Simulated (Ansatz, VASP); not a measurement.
## Two plane-wave programs on ZnS

File INCAR:

```
SYSTEM = ZnS
PREC     = Accurate       ! precision mode
ENCUT    = 520            ! plane-wave cutoff, eV
EDIFF    = 1E-6           ! SCF threshold, eV
ISMEAR   = 0              ! smearing method
SIGMA    = 0.02           ! smearing width, eV
LREAL    = .False.        ! projectors in reciprocal space
LASPH    = .True.         ! aspherical terms in the spheres
NELM     = 60             ! most SCF steps
ALGO     = Normal         ! electronic algorithm
ISIF     = 2              ! what is computed and relaxed
LWAVE    = .False.        ! write WAVECAR
LCHARG   = .False.        ! write CHGCAR
GGA      = PE             ! functional
NBANDS   = 16             ! bands
```

Contents of KPOINTS:

```
Automatic mesh
0
Gamma
  8 8 8
  0 0 0
```

The input POSCAR:

```
ZnS
1.0
    0.0000000000      2.8094469129      2.8094469129
    2.8094469129      0.0000000000      2.8094469129
    2.8094469129      2.8094469129      0.0000000000
Zn S
1 1
Direct
    0.2500000000      0.2500000000      0.2500000000
    0.0000000000      0.0000000000      0.0000000000
```

Input for Ansatz:

```yaml
crystal:
  lattice:
    - [0.0, 2.8094469129, 2.8094469129]
    - [2.8094469129, 0.0, 2.8094469129]
    - [2.8094469129, 2.8094469129, 0.0]
  atoms:
    - { symbol: Zn, position: [0.25, 0.25, 0.25] }
    - { symbol: S, position: [0.0, 0.0, 0.0] }
basis:
  ecutwfc: 420
kpoints:
  mp_grid: { grid: [8, 8, 8] }
hamiltonian:
  xc: pbe
scf:
  occupations: { method: gaussian, width: 0.02 }
output:
  forces: true
  stress: true
  eigenvalues: true
```

Alike in both runs: task single point; functional PBE; k mesh 8 × 8 × 8; occupations gaussian, width 0.02 eV; no spin polarisation.

|  | VASP | Ansatz |
| --- | --- | --- |
| version | VASP 6.6.1 | Ansatz 0.2.0 |
| potentials or method | VASP PAW PBE potentials, release 64 (Zn, S) | scalar-relativistic, plane waves, PAW |
| plane-wave cutoff (eV) | 520 | 420 |
| valence electrons in the cell | 18 | 18 |

```tsv
	VASP	Ansatz	Ansatz less VASP
gap on the k mesh at the Fermi level (eV)	1.62	1.62	0.000
least direct gap on the mesh (eV)	1.62	1.62	0.000
pressure (GPa)	-5.2	-5.3	-0.10
```
